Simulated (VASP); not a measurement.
**GaP: band structure with AM05**

**Measured values to compare with.**

“Stacking defects in GaP nanowires: Electronic structure and optical properties”, 2018, arxiv:1810.01194 quotes, for a bulk crystal of GaP at 10 K: band gap 2.34 eV (indirect).

Crystal: GaP.

```
Ga P
1.0
     0.00000    2.72525    2.72525
     2.72525    0.00000    2.72525
     2.72525    2.72525    0.00000
Ga P
1 1
Direct
  0.00000 0.00000 0.00000
  0.75000 0.75000 0.75000
```

```json
{
 "Program": "VASP 6.6.1",
 "Task": "band structure",
 "Functional": "AM05",
 "Potentials or basis": "VASP PAW PBE potentials, release 64 (Ga_d, P)",
 "Cutoff": "520 eV",
 "k mesh": "8 × 8 × 8",
 "Occupations": "fermi-dirac, width 0.05 eV",
 "Spin": "no spin polarisation",
 "Further INCAR settings": "ALGO = Normal; EDIFF = 1e-07; NBANDS = 16"
}
```

```yaml
Band_gap_on_the_k_mesh: 1.60 eV, indirect (least direct gap 1.83 eV)
Band_gap_along_the_path: 1.55 eV, indirect (least direct gap 1.83 eV)
```

Levels at the corners of the path, in eV from the valence-band top:
| point | band 7 | band 8 | band 9 | band 10 | band 11 | band 12 |
| --- | --- | --- | --- | --- | --- | --- |
| Γ | 0.00 | 0.00 | 0.00 | 1.83 | 3.84 | 3.84 |
| X | -6.79 | -2.70 | -2.70 | 1.62 | 1.78 | 10.56 |
| X | -6.79 | -2.70 | -2.70 | 1.62 | 1.78 | 10.56 |
| W | -6.58 | -3.60 | -3.45 | 4.68 | 4.84 | 6.07 |
| W | -6.58 | -3.60 | -3.45 | 4.68 | 4.84 | 6.07 |
| K | -6.58 | -3.96 | -2.27 | 2.15 | 4.78 | 8.22 |
| K | -6.58 | -3.96 | -2.27 | 2.15 | 4.78 | 8.22 |
| Γ | 0.00 | 0.00 | 0.00 | 1.83 | 3.84 | 3.84 |
| Γ | 0.00 | 0.00 | 0.00 | 1.83 | 3.84 | 3.84 |
| L | -6.66 | -1.13 | -1.13 | 1.65 | 4.68 | 4.68 |
| L | -6.66 | -1.13 | -1.13 | 1.65 | 4.68 | 4.68 |
| U | -6.58 | -3.96 | -2.27 | 2.15 | 4.78 | 8.22 |
| U | -6.58 | -3.96 | -2.27 | 2.15 | 4.78 | 8.22 |
| W | -6.58 | -3.60 | -3.45 | 4.68 | 4.84 | 6.07 |
| W | -6.58 | -3.60 | -3.45 | 4.68 | 4.84 | 6.07 |
| L | -6.66 | -1.13 | -1.13 | 1.65 | 4.68 | 4.68 |
| L | -6.66 | -1.13 | -1.13 | 1.65 | 4.68 | 4.68 |
| K | -6.58 | -3.96 | -2.27 | 2.15 | 4.78 | 8.22 |
| U | -6.58 | -3.96 | -2.27 | 2.15 | 4.78 | 8.22 |
| X | -6.79 | -2.70 | -2.70 | 1.62 | 1.78 | 10.56 |

Run time: 78 s on 1 thread of Intel(R) Xeon(R) Platinum 8488C (Sapphire Rapids), on a shared host, peak memory 0.22 GiB.

A measured gap of GaP is 2.34 eV (indirect; 10 K; quoted in “Stacking defects in GaP nanowires: Electronic structure and optical properties”, 2018, arxiv:1810.01194); the calculated 1.55 eV misses it by -0.79 eV. Spin-orbit coupling on Ga is left out. The value is that of AM05, without temperature or zero-point motion. Semilocal functionals fall short of measured gaps as a rule.

Caveat: the log is that of the step along the path at fixed density, whose energy, stress, charges and moments have no meaning.
